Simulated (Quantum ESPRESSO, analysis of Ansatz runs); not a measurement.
# Migration in LaOF (R-3m): F_i by the interstitialcy path, charge −1 (Quantum ESPRESSO), part 2 of 3

Aim: the barrier of one jump in LaOF (R-3m) at charge −1: F_i by the interstitialcy path. The model is a cell of 36 host atoms with 1 F put in; F is the atom that moves.

Quantum ESPRESSO 7.5; Quantum ESPRESSO plane-wave DFT, PBEsol, GBRV 1.5 PBEsol potentials; nudged elastic band between two relaxed defect structures at fixed charge in a uniform background.

So far: The structure; Relaxation of the start point, charge −1.

## Step 3: Relaxation of the end point, charge −1

Level of this step: Quantum ESPRESSO plane-wave DFT, PBEsol, GBRV 1.5 PBEsol potentials; relaxation of all atoms of a defect supercell at fixed charge in a uniform background (Quantum ESPRESSO).

The end point is relaxed in the same cell and settings, so that the two energies compare. Atoms more than 3.2 Å from the middle of the hop start where the first relaxation left them, the nearer ones on or close to their ideal places, with small random displacements.

The input, pw.in:

```
&CONTROL
  calculation = 'relax'
  prefix = 'pwscf'
  outdir = './tmp'
  pseudo_dir = './pseudo'
  tprnfor = .true.
  disk_io = 'low'
  nstep = 70
  forc_conv_thr = 0.00078
  etot_conv_thr = 0.0001
/
&SYSTEM
  ibrav = 0
  nat = 37
  ntyp = 3
  ecutwfc = 40
  ecutrho = 324
  nbnd = 152
  occupations = 'fixed'
  tot_charge = -1
  nosym = .true.
/
&ELECTRONS
  conv_thr = 4d-08
  electron_maxstep = 100
  mixing_beta = 0.5
/
&IONS
  ion_dynamics = 'bfgs'
/
ATOMIC_SPECIES
La   138.9055 la_pbesol_v1.uspp.F.UPF
O     15.9990 o_pbesol_v1.2.uspp.F.UPF
F     18.9984 f_pbesol_v1.4.uspp.F.UPF
CELL_PARAMETERS angstrom
  -4.0151640879    6.9544679700    0.0000000000
 -12.0454922638    0.0000000000    0.0000000000
  -2.0075820440    1.1590779950    6.6877466598
ATOMIC_POSITIONS crystal
La     0.1297884573    0.0840885124    0.2251265777
La     0.3693444410    0.2473619066    0.7809884363
[... 3 atom lines left out ...]
F      0.4378191491    0.2898688331    0.3868074488
La     0.1293107307    0.4194008198    0.2241140461
[... 3 atom lines left out ...]
F      0.2495040902    0.1676372754    0.4993630018
[... 8 atom lines left out ...]
La     0.8710655242    0.2468229547    0.7733688277
[... 3 atom lines left out ...]
F      0.9345114805    0.2909346312    0.3863488822
[... 1 atom line left out ...]
La     0.8709387637    0.5802780005    0.7758750734
O      0.6884272195    0.4582176737    0.8688805086
O      0.8125034676    0.5412347593    0.1310913018
F      0.5636119560    0.3772230321    0.6120707146
F      0.9363927667    0.6238524027    0.3875735346
[... 4 atom lines left out ...]
F      0.5654636868    0.7100659921    0.6119667006
[... 1 atom line left out ...]
F      1.0633546429    0.3771735962    0.6117511370
K_POINTS gamma
```

Launch:

```sh
$ OMP_NUM_THREADS=1 mpirun -n 8 pw.x -in pw.in > pw.out
```

The log of the run:

```text
[shortened: banners, details of potentials and solvers, and blank lines are left out]
[banner, memory and clock lines left out]
     gamma-point specific algorithms are used
     one sub-group per band group will be used
     bravais-lattice index     =            0
     lattice parameter (alat)  =      15.1751  a.u.
     unit-cell volume          =    3780.6361 (a.u.)^3
     number of atoms/cell      =           37
     number of atomic types    =            3
     number of electrons       =       296.00
     number of Kohn-Sham states=          152
     kinetic-energy cutoff     =      40.0000  Ry
     charge density cutoff     =     324.0000  Ry
     scf convergence threshold =      4.0E-08
     mixing beta               =       0.5000
     number of iterations used =            8  plain     mixing
     energy convergence thresh.=      1.0E-04
     force convergence thresh. =      7.8E-04
     Exchange-correlation= SLA  PW   PSX  PSC
                           (   1   4  10   8   0   0   0)
     nstep                     =           70
     crystal axes: (cart. coord. in units of alat)
               a(1) = (  -0.500000   0.866025   0.000000 )
               a(2) = (  -1.500000   0.000000   0.000000 )
               a(3) = (  -0.250000   0.144338   0.832811 )
     PseudoPot. # 1 for La read from file:
     la_pbesol_v1.uspp.F.UPF
     Pseudo is Ultrasoft + core correction, Zval = 11.0
[...]
PseudoPot. # 2 for O  read from file:
     o_pbesol_v1.2.uspp.F.UPF
     Pseudo is Ultrasoft + core correction, Zval =  6.0
[...]
PseudoPot. # 3 for F  read from file:
     f_pbesol_v1.4.uspp.F.UPF
     Pseudo is Ultrasoft, Zval =  7.0
     atomic species   valence    mass     pseudopotential
     La               11.00   138.90550     La( 1.00)
     O                 6.00    15.99900     O ( 1.00)
     F                 7.00    18.99840     F ( 1.00)
     No symmetry found
     site n.     atom                  positions (alat units)
         1        La     tau(   1) = (  -0.2473086   0.1448943   0.1874879  )
         2        La     tau(   2) = (  -0.7509622   0.4325876   0.6504159  )
         3        O      tau(   3) = (  -0.5003385   0.2867871   0.7260866  )
         4        O      tau(   4) = (  -0.5014635   0.2865870   0.1096051  )
         5        F      tau(   5) = (  -0.2483595   0.1446353   0.5131477  )
         6        F      tau(   6) = (  -0.7504147   0.4349933   0.3221376  )
         7        La     tau(   7) = (  -0.7497851   0.1443345   0.1866447  )
         8        La     tau(   8) = (  -1.2510343   0.4414928   0.6431329  )
[...]
number of k points=     1
                       cart. coord. in units 2pi/alat
        k(    1) = (   0.0000000   0.0000000   0.0000000), wk =   2.0000000
     Dense  grid:   186178 G-vectors     FFT dimensions: (  90, 135,  80)
     Smooth grid:    64583 G-vectors     FFT dimensions: (  64,  96,  54)
     Check: negative core charge=   -0.000001
     starting charge     294.6473, renormalised to     296.0000
     Self-consistent Calculation
     iteration #  1     ecut=    40.00 Ry     beta= 0.50
     total energy              =   -2245.59793274 Ry
     estimated scf accuracy    <       9.37817195 Ry
     iteration #  2     ecut=    40.00 Ry     beta= 0.50
     total energy              =   -2248.03018000 Ry
     estimated scf accuracy    <       7.48312146 Ry
     iteration #  3     ecut=    40.00 Ry     beta= 0.50
     total energy              =   -2249.28912016 Ry
     estimated scf accuracy    <       0.19364251 Ry
[...]
c_bands:  1 eigenvalues not converged
[...]
c_bands:  1 eigenvalues not converged
[...]
estimated scf accuracy    <       0.00001396 Ry
     iteration # 10     ecut=    40.00 Ry     beta= 0.50
     total energy              =   -2249.39511612 Ry
     estimated scf accuracy    <       0.00002608 Ry
[... 108 further cycles ...]
     iteration #  6     ecut=    40.00 Ry     beta= 0.50
     total energy              =   -2249.49685232 Ry
     estimated scf accuracy    <          1.1E-09 Ry
     iteration #  7     ecut=    40.00 Ry     beta= 0.50
     End of self-consistent calculation
          k = 0.0000 0.0000 0.0000 (  8057 PWs)   bands (ev):
   -21.0860 -20.9717 -20.9335 -20.9095 -20.9016 -20.8599 -20.8454 -20.8379
   -20.8254 -20.7865 -20.7653 -20.7445 -13.5960 -13.5726 -13.4776 -13.4722
   -13.4485 -13.4108 -13.3971 -13.3485 -13.2342 -13.1343 -13.1149 -12.9902
   -11.3499  -8.1719  -8.0503  -8.0347  -8.0255  -7.9649  -7.8757  -7.8169
    -7.8093  -7.6294  -7.5549  -7.5410  -6.4680  -4.9094  -4.8754  -4.8234
    -4.7830  -4.7703  -4.7630  -4.7541  -4.6652  -4.6523  -4.6188  -4.6123
    -4.5952  -4.5825  -4.5793  -4.5599  -4.5511  -4.5280  -4.4738  -4.4733
    -4.3860  -4.3783  -4.3444  -4.3279  -4.3055  -4.2718  -3.5016  -3.4892
[...]
highest occupied, lowest unoccupied level (ev):     8.8996   13.3402
!    total energy              =   -2249.49685233 Ry
     estimated scf accuracy    <          1.8E-10 Ry
     The total energy is the sum of the following terms:
     one-electron contribution =    -404.30342319 Ry
     hartree contribution      =     399.64835921 Ry
     xc contribution           =    -796.31266272 Ry
     ewald contribution        =   -1448.52912562 Ry
     convergence has been achieved in   7 iterations
     Forces acting on atoms (cartesian axes, Ry/au):
     atom    1 type  1   force =    -0.00013784   -0.00016360   -0.00000506
     atom    2 type  1   force =     0.00029048    0.00036362   -0.00019577
     atom    3 type  2   force =     0.00063371   -0.00014924   -0.00007067
     atom    4 type  2   force =    -0.00043114   -0.00014846    0.00012203
     atom    5 type  3   force =    -0.00024896    0.00035515    0.00016332
     atom    6 type  3   force =     0.00036220   -0.00045201   -0.00012896
     atom    7 type  1   force =     0.00025302   -0.00005236   -0.00014427
     atom    8 type  1   force =     0.00006692   -0.00018869   -0.00056664
[...]
Total force =     0.003319     Total SCF correction =     0.000037
     Energy error            =      2.6E-05 Ry
     Gradient error          =      9.5E-04 Ry/Bohr
     number of scf cycles    =  14
     number of bfgs steps    =  13
     energy             old  =   -2249.4968260522 Ry
     energy             new  =   -2249.4968523251 Ry
     CASE: energy            _new < energy            _old
     new trust radius        =       0.0034745294 bohr
     new conv_thr            =       0.0000000004 Ry
ATOMIC_POSITIONS (crystal)
La               0.1316992680        0.0853741946        0.2394459311
La               0.3688085397        0.2476541811        0.7614434183
O                0.1856156448        0.1216806290        0.8928618729
O                0.3151351815        0.2114558782        0.1082021909
F                0.0554832092        0.0356093459        0.6217693303
F                0.4447785025        0.2973611406        0.3789013137
La               0.1352101966        0.4096020552        0.2285766448
La               0.3706757785        0.5802719706        0.7766217554
[...]
Check: negative core charge=   -0.000001
     Self-consistent Calculation
     iteration #  1     ecut=    40.00 Ry     beta= 0.50
     total energy              =   -2249.49686665 Ry
     estimated scf accuracy    <       0.00000868 Ry
     iteration #  2     ecut=    40.00 Ry     beta= 0.50
     total energy              =   -2249.49686826 Ry
     estimated scf accuracy    <       0.00000082 Ry
     iteration #  3     ecut=    40.00 Ry     beta= 0.50
     total energy              =   -2249.49686839 Ry
     estimated scf accuracy    <       0.00000017 Ry
[...]
estimated scf accuracy    <          8.2E-09 Ry
     iteration #  6     ecut=    40.00 Ry     beta= 0.50
     total energy              =   -2249.49686844 Ry
     estimated scf accuracy    <          1.1E-09 Ry
     iteration #  7     ecut=    40.00 Ry     beta= 0.50
     total energy              =   -2249.49686844 Ry
     estimated scf accuracy    <          5.3E-10 Ry
     iteration #  8     ecut=    40.00 Ry     beta= 0.50
     End of self-consistent calculation
          k = 0.0000 0.0000 0.0000 (  8057 PWs)   bands (ev):
   -21.0854 -20.9678 -20.9345 -20.9109 -20.9007 -20.8609 -20.8461 -20.8379
   -20.8276 -20.7862 -20.7655 -20.7449 -13.5963 -13.5723 -13.4758 -13.4713
   -13.4485 -13.4059 -13.3959 -13.3461 -13.2302 -13.1336 -13.1170 -12.9893
   -11.3459  -8.1716  -8.0498  -8.0359  -8.0254  -7.9669  -7.8764  -7.8168
    -7.8098  -7.6320  -7.5590  -7.5419  -6.4696  -4.9096  -4.8753  -4.8232
    -4.7834  -4.7693  -4.7619  -4.7549  -4.6652  -4.6523  -4.6188  -4.6120
    -4.5952  -4.5824  -4.5798  -4.5604  -4.5506  -4.5287  -4.4742  -4.4737
    -4.3865  -4.3791  -4.3445  -4.3283  -4.3055  -4.2716  -3.5006  -3.4904
[...]
highest occupied, lowest unoccupied level (ev):     8.8998   13.3389
!    total energy              =   -2249.49686844 Ry
     estimated scf accuracy    <          7.2E-11 Ry
     The total energy is the sum of the following terms:
     one-electron contribution =    -404.33386326 Ry
     hartree contribution      =     399.66481566 Ry
     xc contribution           =    -796.31259279 Ry
     ewald contribution        =   -1448.51522805 Ry
     convergence has been achieved in   8 iterations
     Forces acting on atoms (cartesian axes, Ry/au):
     atom    1 type  1   force =    -0.00027098    0.00012216   -0.00006933
     atom    2 type  1   force =     0.00044700   -0.00008547   -0.00025080
     atom    3 type  2   force =     0.00038105   -0.00033964   -0.00014385
     atom    4 type  2   force =    -0.00021047   -0.00003818    0.00001710
     atom    5 type  3   force =    -0.00020349    0.00011930    0.00016030
     atom    6 type  3   force =     0.00018461   -0.00012830   -0.00011896
     atom    7 type  1   force =     0.00011851    0.00008801    0.00028822
     atom    8 type  1   force =    -0.00004099   -0.00021891   -0.00039098
[...]
Total force =     0.002695     Total SCF correction =     0.000028
     Energy error            =      1.6E-05 Ry
     Gradient error          =      7.1E-04 Ry/Bohr
     bfgs converged in  15 scf cycles and  14 bfgs steps
     (criteria: energy <  1.0E-04 Ry, force <  7.8E-04 Ry/Bohr)
     End of BFGS Geometry Optimization
     Final energy             =   -2249.4968684380 Ry
Begin final coordinates
ATOMIC_POSITIONS (crystal)
La               0.1316992680        0.0853741946        0.2394459311
La               0.3688085397        0.2476541811        0.7614434183
O                0.1856156448        0.1216806290        0.8928618729
O                0.3151351815        0.2114558782        0.1082021909
F                0.0554832092        0.0356093459        0.6217693303
F                0.4447785025        0.2973611406        0.3789013137
La               0.1352101966        0.4096020552        0.2285766448
La               0.3706757785        0.5802719706        0.7766217554
[...]
End final coordinates
```

Wall time 3.1 min (8 MPI ranks of Arm Neoverse V2, shared host); peak memory 2.4 GiB; 24 min of CPU time.

The steps of the relaxation:

```csv
step,energy less that of the first step (eV)
0,0.0000
1,-0.6886
2,-1.1309
3,-1.2794
4,-1.3266
5,-1.3623
6,-1.3710
7,-1.3753
8,-1.3788
9,-1.3808
10,-1.3822
11,-1.3832
12,-1.3838
13,-1.3842
14,-1.3844
```

The atoms that moved most (Å):

```csv
atom,dx,dy,dz,length
O4,-0.003,0.016,-0.157,0.157
O3,0.014,0.023,0.141,0.143
F18,0.121,0.072,-0.021,0.142
La2,0.038,-0.026,-0.131,0.139
La25,0.051,-0.030,-0.123,0.137
F23,0.002,0.128,0.027,0.131
F37,-0.106,-0.066,0.034,0.130
F12,0.017,0.123,0.027,0.127
```

Neighbours of F37 at the end:

```csv
atom,distance (Å)
La26,2.457
La2,2.558
La20,2.569
F11,2.574
La7,2.607
F30,2.685
O27,2.794
O9,2.816
```

Read from the output:

| Item | Value |
| --- | --- |
| highest filled level | 8.900 eV |
| lowest empty level | 13.34 eV |
| r.m.s. move of the farther half of the atoms | 0.07710 Å |
| largest move from the ideal geometry of this structure, a common shift of the far atoms taken out | 0.1594 Å |

The relaxation gained 1.384 eV and ended with a largest force component of 0.018 eV/Å. The end lies within 1 meV of the start.

(Continued in part 3 of 3.)

[Logs are printed without paths, hosts, clocks, repeated set-up lines and the standing remarks that a program may print on its own settings, such as how far it seeks lower states.]

[Hosts, paths, dates, database ids (printed as entryN), source tags and the programs' standing remarks are cut or masked in the printed files.]
